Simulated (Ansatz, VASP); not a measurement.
# Cross-check of Al3GaAs4 (ordered alloy, x = 0.25, built in the cubic cell of 8 atoms (invented)) between VASP and Ansatz, part 2 of 2

One calculation is typed for both programs; each brings its own data sets. How far apart do they land? The cell is generated by rule, not measured, and may not be a known phase. The cell is taken from a series of runs on this material, whose earlier steps may have relaxed, scaled, displaced or heated it; both programs get it as it stands.

VASP 6.6.1 and Ansatz 0.2.0.

So far: Set-up; VASP: relaxation of cell and atoms, r2SCAN, pair 1.

## Step 3: Ansatz: relaxation of cell and atoms, r2SCAN, pair 1

Level of this step: Ansatz beside VASP: Kohn-Sham DFT, plane waves, r2SCAN (Ansatz).

Ansatz runs on its PAW soft_1 files.

The same cell, functional, mesh and smearing now go to Ansatz, which takes its cutoff from its data sets.

Input file input.yaml:

```yaml
crystal:
  lattice:
    - [5.659, 0.0, 0.0]
    - [0.0, 5.659, 0.0]
    - [0.0, 0.0, 5.659]
  atoms:
    - { symbol: Ga, position: [0.0, 0.0, 0.0] }
    - { symbol: Al, position: [0.0, 0.5, 0.5] }
    - { symbol: Al, position: [0.5, 0.0, 0.5] }
    - { symbol: Al, position: [0.5, 0.5, 0.0] }
    - { symbol: As, position: [0.25, 0.25, 0.25] }
    - { symbol: As, position: [0.25, 0.75, 0.75] }
    - { symbol: As, position: [0.75, 0.25, 0.75] }
    - { symbol: As, position: [0.75, 0.75, 0.25] }
kpoints:
  mp_grid: { grid: [4, 4, 4] }
hamiltonian:
  xc: r2scan
  pseudopotentials: { kind: paw, azcp: { folder: soft_1 } }
scf:
  occupations: { method: gaussian, width: 0.02 }
output:
  forces: true
  stress: true
  eigenvalues: true
  write_density: true
  write_potential: true
  elf: true
  volumetric_format: npy
relax:
  adjacent_minimum: "off"
  f_tol: 0.005
  max_steps: 80
  cell: { stress_tol: 0.05 }
```

Command:

```sh
ansatz run input.yaml --threads 4 --pin off --max-ram 9216MiB --backend cpu --events-out ev --progress --plain --runs-dir out
```

Numbers of over 12 decimals in the logs are rounded to 6 here.

Output:

```text
Engine: ansatz 0.2.0, x86_64-unknown-linux-gnu
Pseudopotentials: kind: paw
Pseudopotential: Ga, paw, valence charge 13, recommended cutoff 500 eV (meta_gga), soft_1/Ga.paw.azcp
Pseudopotential: Al, paw, valence charge 3, recommended cutoff 500 eV (meta_gga), soft_1/Al.paw.azcp
Pseudopotential: As, paw, valence charge 15, recommended cutoff 500 eV (meta_gga), soft_1/As.paw.azcp
Functional definition: r2SCAN
  parameter k0 = 0.174
  parameter k1 = 0.065
  parameter a1 = 4.9479
  exchange = r2scan_x(k0 = k0, k1 = k1, a1 = a1)
  correlation = r2scan_c
Crystal: 8 atoms, lattice volume = 181.225 Å³
Basis set: ecut = 500 eV, 4625 PW (Γ), exchange–correlation on 180×180×180 points (64 copies of the dense FFT grid, shifted against one another)
Bands: 50, of which v1, the nominal top of the filled ones, is band 41 counted from 1 (40 counted from 0)
Symmetry: 24 space group operations
Space group: P-43m (ITA 215), of the structure as read, at distance tolerance 5.7e-5 Å
k-points: 10 of 64 (time reversal used)
Non-local potential: Ga, projectors of the file, l = 0: 2, l = 1: 2, l = 2: 3, l = 3: 1
Non-local potential: Al, projectors of the file, l = 0: 2, l = 1: 2, l = 2: 1
Non-local potential: As, projectors of the file, l = 0: 2, l = 1: 2, l = 2: 3, l = 3: 1
PAW form: soft (Blöchl's): semilocal exchange-correlation on the pseudo side does not see the compensation charge
PAW frozen core: Ga, regenerated for the run's functional (the file was generated under x = pbe(κ = 0.804, μ = 0.219515), c = pbe(β = 0.066725))
PAW frozen core: Al, regenerated for the run's functional (the file was generated under x = pbe(κ = 0.804, μ = 0.219515), c = pbe(β = 0.066725))
PAW frozen core: As, regenerated for the run's functional (the file was generated under x = pbe(κ = 0.804, μ = 0.219515), c = pbe(β = 0.066725))
PAW one-centre angular grid: Ga, 590 points (default); XC on 160 Gauss nodes
PAW one-centre angular grid: Al, 302 points (default); XC on 160 Gauss nodes
PAW one-centre angular grid: As, 590 points (default); XC on 160 Gauss nodes
Initial density: superposition of atomic densities (chi_scale 0.1, normalization cell, long waves kept (reshape's long-wave potential 0.01 eV rms))
Initial wavefunctions: pseudopotential atomic-orbital guess
Functional: x = r2scan, c = r2scan; τ floored in thin density (d = 2e-4 eV/Å³)
SCF iter   1: F=—  HF=-24874.588336 eV  |F-HF|=—  |Δ(HF+E_count)|=         —  Δρ=4.30e-2  dr2=2.88e0  dr2_τ=4.09e-2  ethr=3.10e-3  ⟨swp⟩=7.4  Hψ=2007  notcnv=0
preconditioner: auto → Resta (q_TF=auto, 2.391 Å⁻¹)  ε∞=3.2  [insulator: Δε(μ)=1.590 eV  Ē_g=11.987 eV  σ=0.020 eV  W_gap=1.00  n_scr=32 (ndim 8)  ℏωp=17.9 eV  f_vac=0.000  D(μ)=0.00/eV (n_scr^D=0)  ε∞_Penn≈3.2]
SCF iter   2: F=—  HF=-24874.464462 eV  |F-HF|=—  |Δ(HF+E_count)|=   1.24e-1  Δρ=2.41e-2  dr2=9.17e-1  dr2_τ=5.89e-3  ethr=3.10e-3  ⟨swp⟩=2.7  Hψ=693  notcnv=0  defer=33
SCF iter   3: F=—  HF=-24874.549820 eV  |F-HF|=—  |Δ(HF+E_count)|=   8.54e-2  Δρ=5.32e-3  dr2=5.76e-2  dr2_τ=8.15e-4  ethr=1.12e-3  ⟨swp⟩=3.6  Hψ=953  notcnv=0  defer=33
SCF iter   4: F=—  HF=-24874.506031 eV  |F-HF|=—  |Δ(HF+E_count)|=   4.38e-2  Δρ=2.34e-3  dr2=7.02e-3  dr2_τ=7.08e-5  ethr=7.02e-5  ⟨swp⟩=3.1  Hψ=992  notcnv=0  defer=33
SCF iter   5: F=—  HF=-24874.510004 eV  |F-HF|=—  |Δ(HF+E_count)|=   3.97e-3  Δρ=7.65e-4  dr2=1.01e-3  dr2_τ=2.06e-5  ethr=8.56e-6  ⟨swp⟩=2.2  Hψ=936  notcnv=0  defer=33
SCF iter   6: F=—  HF=-24874.508475 eV  |F-HF|=—  |Δ(HF+E_count)|=   1.53e-3  Δρ=2.22e-4  dr2=6.76e-5  dr2_τ=1.58e-6  ethr=1.24e-6  ⟨swp⟩=2.0  Hψ=932  notcnv=0  defer=33
SCF iter   7: F=—  HF=-24874.508475 eV  |F-HF|=—  |Δ(HF+E_count)|=   4.19e-8  Δρ=6.50e-5  dr2=9.00e-6  dr2_τ=1.44e-7  ethr=8.25e-8  ⟨swp⟩=2.0  Hψ=910  notcnv=0  defer=33
SCF iter   8: F=—  HF=-24874.508476 eV  |F-HF|=—  |Δ(HF+E_count)|=   1.14e-6  Δρ=1.13e-5  dr2=3.49e-7  dr2_τ=3.32e-9  ethr=1.10e-8  ⟨swp⟩=2.0  Hψ=877  notcnv=0  defer=33
SCF iter   9: F=-24874.508476 eV  HF=-24874.508476 eV  |F-HF|=2.13e-9  |Δ(HF+E_count)|=   1.28e-7  Δρ=3.49e-6  dr2=2.22e-8  dr2_τ=3.63e-10  ethr=1.22e-10  ⟨swp⟩=16.1  Hψ=3578  notcnv=0
SCF 1 converged in 9 iterations: F = -24874.508476 eV  dr2 = 2.22e-8
  greatest PAW one-centre occupation: 0.999 electrons in one spin orbital (limit 2), on the As atom at site 7 (counted from 0), in its partial waves of l = 2
relax step   1: F+E_penalty+E_count = -24874.50847596 eV  Δ(F+E_penalty+E_count) = +0.000e0 eV  max|allowed force component| = 2.934e-2 eV/Å  Δτ_max = 0.0000 Å  P = +0.624 GPa  Ω = 181.225 Å³  (9 SCF iters, dr2 threshold 1.00e-7 eV, accepted)
[...]
relax step   2: F+E_penalty+E_count = -24874.51158709 eV  Δ(F+E_penalty+E_count) = -3.111e-3 eV  max|allowed force component| = 1.718e-3 eV/Å  Δτ_max = 0.0043 Å  P = +0.021 GPa  Ω = 182.663 Å³  energy of the carried Pulay correction = -1.760e-4 eV  (6 SCF iters, dr2 threshold 8.00e-7 eV, accepted)
[...]
relax step   3: F+E_penalty+E_count = -24874.51175697 eV  Δ(F+E_penalty+E_count) = -1.699e-4 eV  max|allowed force component| = 1.719e-3 eV/Å  Δτ_max = 0.0000 Å  P = +0.022 GPa  Ω = 182.663 Å³  stress off target by 2.18e-2 GPa  SCF on the basis re-selected at this cell (its energy is not comparable with the rows above)  (5 SCF iters)
basis re-selected at this cell: Δ(F+E_penalty+E_count) = -1.699e-4 eV, ΔP = +0.000 GPa vs the last step (what re-selecting the basis moved, of the pressure what is left beyond the Pulay correction that the steps carried, after the strain that the cell walked since its last selection, with what the two solves' SCF thresholds leave and, on support functions, any second-order correction that the steps lacked; it is no m [...]
SCF converged after 5 iterations
Free energy (F): -24874.511757 eV
Harris-Foulkes:  -24874.511757 eV  (|F-HF|=2.91e-11)
Internal energy: -24874.511757 eV  (E = F + TS)
E sigma→0 (E₀):  -24874.511757 eV
Fermi energy:    7.001347 eV
--- Per-component energies (eV) ---
  E_band       = -1201.274364
  E_kinetic    = 572.299364
  E_local      = -11262.033663  (includes V_loc(G=0)·N_el)
  E_nonlocal   = -1635.367400
  E_hartree    = 6246.817939
  E_xc         = -428.414199
  E_vxc        = -466.394544  (∫ρ·V_xc dr)
  E_paw        = -11530.195104  (= ΣΔE_a)
  E_vpaw       = -926.325351  (= ΣTr[D̂ρ^β])
  E_aug_tail   = 0.000111  (compensation charges beyond the density's cutoff)
  E_vtau       = 22.911121  (kinetic-family band-sum trace: ∫τ·v_τ [+ j·A + Jᵃ·Aᵃ] dr)
  E_ewald      = -6830.955838
  E_core_change = -6.662967  (= ΣΔE_core)
  E_smearing   = -0.000000  (= −TS)
  E_closure    = 0.000000  (closes the sum)
  Σ components = -24874.511757   (vs F -24874.511757, Δ=0.00e0)
--- Forces (eV/Å), atoms counted from 1 ---
  atom   1  Ga     0.00000000     0.00000000    -0.00000000
  atom   2  Al     0.00000000     0.00000000    -0.00000000
  atom   3  Al     0.00000000     0.00000000    -0.00000000
  atom   4  Al     0.00000000     0.00000000    -0.00000000
  atom   5  As    -0.00171916    -0.00171916    -0.00171916
  atom   6  As    -0.00171916     0.00171916     0.00171916
  atom   7  As     0.00171916    -0.00171916     0.00171916
  atom   8  As     0.00171916     0.00171916    -0.00171916
  max |Σ_I F_I| component: 8.48e-17 eV/Å
--- Stress (GPa, compression-positive) ---
        0.021846      -0.000000       0.000000
       -0.000000       0.021846       0.000000
        0.000000       0.000000       0.021846
  P = ⅓ Tr σ = 0.0218 GPa (0.218 kbar)
--- Band table (eV; the first three rows and the last of 10) ---
  k-point 0: bands = [... 37 lower, 3.9025, 6.2389, 6.2389, 6.2389, 7.9399, 8.0676, 8.0676, 8.0676, ... 5 higher]
  k-point 1: bands = [... 37 lower, 4.1322, 4.8164, 5.7069, 5.7069, 8.2689, 9.0085, 9.1378, 9.1378, ... 5 higher]
  k-point 2: bands = [... 37 lower, 4.7426, 4.7426, 4.8515, 4.8515, 8.9276, 9.1532, 10.2024, 10.3686, ... 5 higher]
  k-point 9: bands = [... 37 lower, 5.3188, 5.3786, 5.3786, 5.3786, 7.7635, 8.8319, 8.8319, 8.8319, ... 5 higher]
--- Relaxed structure (2 steps of the walk, 2 accepted, 1 SCFs on fresh bases) ---
  F+E_penalty+E_count = -24874.51175697 eV   max|allowed force component| = 1.719e-3 eV/Å   (the final SCF, on the basis selected at the relaxed cell)
  cell:  # Å, volume = 182.6634 Å³
    - [5.673929, 0, 0]
    - [0, 5.673929, 0]
    - [0, 0, 5.673929]
  atoms:
    - { symbol: Ga, position: [0, 0, 0] }
    - { symbol: Al, position: [0, 0.5, 0.5] }
    - { symbol: Al, position: [0.5, 0, 0.5] }
    - { symbol: Al, position: [0.5, 0.5, 0] }
    - { symbol: As, position: [0.250440, 0.250440, 0.250440] }
    - { symbol: As, position: [0.250440, 0.749560, 0.749560] }
    - { symbol: As, position: [0.749560, 0.250440, 0.749560] }
    - { symbol: As, position: [0.749560, 0.749560, 0.250440] }
```

## Step 4: Comparison

Known differences besides the potentials themselves: VASP keeps PBE cores, Ansatz makes them for the functional; the data sets hold 82 valence electrons in Ansatz (on its PAW soft_1 files) and 42 in VASP; the cutoff is 500 eV in Ansatz and 550 eV in VASP; Ansatz adds a Pulay correction to the stress that steers its cell, VASP none. Total energies have different zeros and are not compared.

Compared:

```csv
quantity,Ansatz,VASP,difference
volume (Å³),182.66,182.80,-0.08 %
"edge a after relaxation, in the typed setting (Å)",5.674,5.675,-0.03 %
```

## Step 5: VASP: relaxation of cell and atoms, r2SCAN, pair 2

The relaxed volume is the usual yardstick between codes: in a stiff, nearly cubic crystal its relative difference is about their pressure difference at one cell divided by the bulk modulus.

Input file INCAR:

```
SYSTEM = Al3GaAs4
PREC = Accurate
ENCUT = 550
EDIFF = 1E-07
NELM = 120
ISMEAR = 0
SIGMA = 0.01
LREAL = .FALSE.
ALGO = Normal
METAGGA = R2SCAN
LASPH = .TRUE.
NBANDS = 29
LORBIT = 11
LWAVE = .FALSE.
LCHARG = .FALSE.
ISIF = 3
IBRION = 2
NSW = 80
EDIFFG = -0.005
GGA_COMPAT = .FALSE.
NELMIN = 4
EFERMI = MIDGAP
LMIXTAU = .TRUE.
KPAR = 2
```

Input file POSCAR:

```
Al3GaAs4
1.0
    5.6739290000      0.0000000000      0.0000000000
    0.0000000000      5.6739290000      0.0000000000
    0.0000000000      0.0000000000      5.6739290000
Ga Al As
1 3 4
Direct
    0.0000000000      0.0000000000      0.0000000000
    0.0000000000      0.4999999119      0.4999999119
    0.4999999119      0.0000000000      0.4999999119
    0.4999999119      0.4999999119      0.0000000000
    0.2504400390      0.2504400390      0.2504400390
    0.2504400390      0.7495599610      0.7495599610
    0.7495599610      0.2504400390      0.7495599610
    0.7495599610      0.7495599610      0.2504400390
```

Input file KPOINTS:

```
Automatic mesh
0
Gamma
4 4 4
0 0 0
```

The projector-augmented-wave data sets are Ga_d, Al and As (PBE family, release 64).

Command:

```sh
mpirun -np 2 vasp_std
```

Output:

```text
[banner, memory and clock lines left out]
running    2 mpi-ranks, on    1 nodes
[...]
[... a notice as in an earlier step ...]

 LDA part: xc-table for (None), standard interpolation
 POSCAR, INCAR and KPOINTS ok, starting setup
[...]
entering main loop
       N       E                     dE             d eps       ncg     rms          rms(c)
DAV:   1     0.186627496030E+03    0.18663E+03   -0.18302E+04   617   0.151E+03
DAV:   2    -0.700240095693E+02   -0.25665E+03   -0.24318E+03   657   0.315E+02
DAV:   3    -0.998244080933E+02   -0.29800E+02   -0.29280E+02   709   0.994E+01
DAV:   4    -0.100895141391E+03   -0.10707E+01   -0.10677E+01   723   0.195E+01
[...]
DAV:  20    -0.951143728926E+02   -0.37292E-06   -0.27564E-07   612   0.434E-03    0.309E-04
DAV:  21    -0.951143730421E+02   -0.14943E-06   -0.13546E-07   493   0.279E-03    0.142E-04
DAV:  22    -0.951143730663E+02   -0.24189E-07   -0.25515E-08   360   0.110E-03
   1 F= -.95114373E+02 E0= -.95114373E+02  d E =-.951144E+02
[...]
N       E                     dE             d eps       ncg     rms          rms(c)
DAV:   1    -0.951146386475E+02   -0.26561E-03   -0.46968E-03   819   0.734E-01    0.917E-02
DAV:   2    -0.951144483278E+02    0.19032E-03   -0.47372E-04   775   0.295E-01    0.457E-02
DAV:   3    -0.951143706806E+02    0.77647E-04   -0.11894E-04   790   0.123E-01    0.873E-03
DAV:   4    -0.951143730431E+02   -0.23625E-05   -0.25564E-05   640   0.456E-02    0.563E-03
[...]
DAV:   8    -0.951143778057E+02   -0.21104E-06   -0.21287E-07   558   0.399E-03    0.258E-04
DAV:   9    -0.951143779122E+02   -0.10647E-06   -0.15950E-08   360   0.102E-03    0.152E-04
DAV:  10    -0.951143779655E+02   -0.53329E-07   -0.71041E-09   350   0.789E-04
   2 F= -.95114378E+02 E0= -.95114378E+02  d E =-.489924E-05
 trial-energy change:   -0.000005  1 .order   -0.000033   -0.000104    0.000038
 step:   0.4400(harm=  0.7319)  dis= 0.00013  next Energy=   -95.114394 (dE=-0.205E-04)
 reached required accuracy - stopping structural energy minimisation
```

OUTCAR, selected parts (step 5):

```text
  Total       -0.0382813     -0.0382813     -0.0382813      0.0000000      0.0000000      0.0000000
  in kB       -0.3353614     -0.3353614     -0.3353614      0.0000000      0.0000000      0.0000000
  external PRESSURE =      -0.3353614 kB  Pullay stress =       0.0000000 kB

 POSITION                                       TOTAL-FORCE (eV/Angst)
 -----------------------------------------------------------------------------------
      5.67625     -0.00000      0.00000         0.000000     -0.000000      0.000000
      5.67625      2.83812      2.83812        -0.000000     -0.000000      0.000000
      2.83812     -0.00000      2.83812        -0.000000     -0.000000      0.000000
      2.83812      2.83812      0.00000        -0.000000      0.000000      0.000000
      1.42185      1.42185      1.42185         0.002509      0.002509      0.002509
      1.42185      4.25440      4.25440         0.002509     -0.002509     -0.002509
      4.25440      1.42185      4.25440        -0.002509      0.002509     -0.002509
      4.25440      4.25440      1.42185        -0.002509     -0.002509      0.002509
 -----------------------------------------------------------------------------------
    total drift:                               -0.000046     -0.000046     -0.000046

  FREE ENERGIE OF THE ION-ELECTRON SYSTEM (eV)
  ---------------------------------------------------
  free  energy   TOTEN  =       -95.1143779655 eV

  energy  without entropy=      -95.1143779655  energy(sigma->0) =      -95.11437797

[... 2 parts as in an earlier step ...]

[... 2 further parts left out ...]
[key lines of the parts left out:]
E-fermi :   4.3281
```

## Step 6: Ansatz: relaxation of cell and atoms, r2SCAN, pair 2

The same cell, functional and mesh now go to Ansatz, which takes its cutoff from its data sets.

The cell is taken from a series of runs on this material, whose earlier steps may have relaxed, scaled, displaced or heated it; both programs get it as it stands.

input.yaml, the sections that differ from step 3:

```yaml
crystal:
  lattice:
    - [5.6739287509, 0.0, 0.0]
    - [0.0, 5.6739287509, 0.0]
    - [0.0, 0.0, 5.6739287509]
  atoms:
    - { symbol: Ga, position: [0.0, 0.0, 0.0] }
    - { symbol: Al, position: [0.0, 0.5, 0.5] }
    - { symbol: Al, position: [0.5, 0.0, 0.5] }
    - { symbol: Al, position: [0.5, 0.5, 0.0] }
    - { symbol: As, position: [0.25043998, 0.25043998, 0.25043998] }
    - { symbol: As, position: [0.25043998, 0.74956002, 0.74956002] }
    - { symbol: As, position: [0.74956002, 0.25043998, 0.74956002] }
    - { symbol: As, position: [0.74956002, 0.74956002, 0.25043998] }
scf:
  occupations: { method: fixed }
relax:
  adjacent_minimum: "off"
  f_tol: 0.001
  max_steps: 60
  cell: { stress_tol: 0.01 }
# kpoints, hamiltonian, output: as in step 3
```

Command:

```sh
ansatz run input.yaml --threads 4 --pin off --max-ram 9216MiB --backend cpu --events-out ev --progress --plain --runs-dir out
```

Output:

```text
[...]
Crystal: 8 atoms, lattice volume = 182.663 Å³
Basis set: ecut = 500 eV, 4697 PW (Γ), exchange–correlation on 180×180×180 points (64 copies of the dense FFT grid, shifted against one another)
Bands: 50, of which v1, the nominal top of the filled ones, is band 41 counted from 1 (40 counted from 0)
Symmetry: 24 space group operations
[...]
- [5.674465, 0, 0]
    - [0, 5.674465, 0]
    - [0, 0, 5.674465]
  atoms:
    - { symbol: Ga, position: [0, 0, 0] }
    - { symbol: Al, position: [0, 0.5, 0.5] }
    - { symbol: Al, position: [0.5, 0, 0.5] }
    - { symbol: Al, position: [0.5, 0.5, 0] }
    - { symbol: As, position: [0.250414, 0.250414, 0.250414] }
    - { symbol: As, position: [0.250414, 0.749586, 0.749586] }
    - { symbol: As, position: [0.749586, 0.250414, 0.749586] }
    - { symbol: As, position: [0.749586, 0.749586, 0.250414] }
[key lines of the parts left out:]
SCF converged after 8 iterations
Free energy (F): -24874.511756 eV
Fermi energy:    6.235922 eV
P = ⅓ Tr σ = 0.0003 GPa (0.003 kbar)
```

## Step 7: Side by side

What differs besides the data sets and the points named for the pairs above, as far as they apply: fixed occupations in Ansatz, narrow Gaussian smearing in VASP; the data sets hold 82 valence electrons in Ansatz (on its PAW soft_1 files) and 42 in VASP. Total energies have different zeros and are not compared.

Compared:

```csv
quantity,Ansatz,VASP,difference
volume (Å³),182.72,182.89,-0.09 %
"edge a after relaxation, in the typed setting (Å)",5.675,5.676,-0.03 %
```

## Step 8: Results

```
difference in volume (relaxation of cell and atoms, r2SCAN, pair 1) : -0.076 %
difference in volume (relaxation of cell and atoms, r2SCAN, pair 2) : -0.094 %
```

In words: The difference in volume is -0.094 % (relaxation of cell and atoms, r2SCAN, pair 2), within the 1.2 % picked in this series as the mark of a large difference, as far as the stopping tolerances let one tell. The data sets hold unlike numbers of valence electrons (82 in Ansatz and 42 in VASP), so part of the differences may come from the potentials. Such differences can come from data sets, numerical settings and the points named under the comparisons, not from the functional's error against experiment.

[Lines on the potential files, build, host, timing and source positions are cut from VASP's logs without a mark.]

[Logs are printed without paths, hosts, clocks, repeated set-up lines and the standing remarks that a program may print on its own settings, such as how far it seeks lower states.]

[Hosts, paths, dates, database ids (printed as entryN), source tags and the programs' standing remarks are cut or masked in the printed files.]
